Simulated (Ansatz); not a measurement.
**Ruthenium, bcc under PBE: structure, energy and stiffness**

Aim: take ruthenium in the bcc structure, relax it, solve it on a dense k-mesh, then scale the cell to 7 volumes from 88 to 112 % of the relaxed one and try a fit of the equation of state. The start is ferromagnetic. The k-meshes are 15×15×15 for the relaxation; 24×24×24 for the dense run; 16×16×16 for the volumes.

This is Ru in the bcc structure; at room conditions it is hcp.

Computed with Ansatz 0.2.0 (DFT PBE, plane waves (420 eV) with PAW, scalar-relativistic, unless a step says otherwise).

## (1) Starting point

The structure is cubic, space group Im-3m (No. 229). Conventional cell: a = 3.004 Å, b = 3.004 Å, c = 3.004 Å, α = 90.00°, β = 90.00°, γ = 90.00°. Ru (site symmetry m-3m) has 8 Ru at 2.60 Å as nearest neighbours.

Coordinates:

```xyz
1
Lattice="-1.5020 1.5020 1.5020 1.5020 -1.5020 1.5020 1.5020 1.5020 -1.5020" Properties=species:S:1:pos:R:3 pbc="T T T"
Ru    0.0000    0.0000    0.0000
```

Starting moments (μB): +1.

## (2) Relaxation of the cell

input.yaml reads:

```yaml
crystal:
  lattice:
    - [-1.5020265709, 1.5020265709, 1.5020265709]
    - [1.5020265709, -1.5020265709, 1.5020265709]
    - [1.5020265709, 1.5020265709, -1.5020265709]
  atoms:
    - { symbol: Ru, position: [0.0, 0.0, 0.0], spin: 1.0 }
hamiltonian:
  xc: pbe
  pseudopotentials:
    kind: paw
    azcp:
      Ru: "pseudopotentials/Ru.paw.azcp"
basis:
  ecutwfc: 420
  fft_grid_basis: typed
kpoints:
  mp_grid: { grid: [15, 15, 15], shift: [0, 0, 0] }
magnetization:
  spin_polarized: true
scf:
  occupations: { method: fermi_dirac, width: 0.05 }
relax:
  max_steps: 60
  f_tol: 0.01
  cell: {}
```

Run with:

```bash
$ ansatz run input.yaml --threads 2 --pin off --max-ram 6144MiB --backend cpu --events-out ev --progress --plain --runs-dir out
```

After this run come: The energy on a finer k-mesh; The cell scaled to 88 % of its volume; The cell scaled to 92 % of its volume; The cell scaled to 96 % of its volume; The cell scaled to 100 % of its volume; The cell scaled to 104 % of its volume; The cell scaled to 108 % of its volume; The cell scaled to 112 % of its volume.

**Question.** What will these runs give? Wanted: space group; conventional cell; volume; shortest distance; gap on the mesh; magnetic state; relative to hcp.

**Answer**, as computed:

```
                      quantity                         value
space group (spins left aside)               Im-3m (No. 229)
             conventional cell                   a = 3.053 Å
                        volume                14.230 Å³/atom
             shortest distance                       2.644 Å
               gap on the mesh  none (levels filled in part)
                magnetic state                  non-magnetic
               relative to hcp                 +627 meV/atom
```

From the guessed start the volume grew by 5.0 % in 5 steps. It lies 627 meV/atom above the element's reference form at the same level (hcp, from a run of its own), so it is far from stable. The moments die out: the run ends non-magnetic. No gap shows: it is a metal or semimetal at this level. The symmetry was held, so the structure may be unstable against distortions that break it.
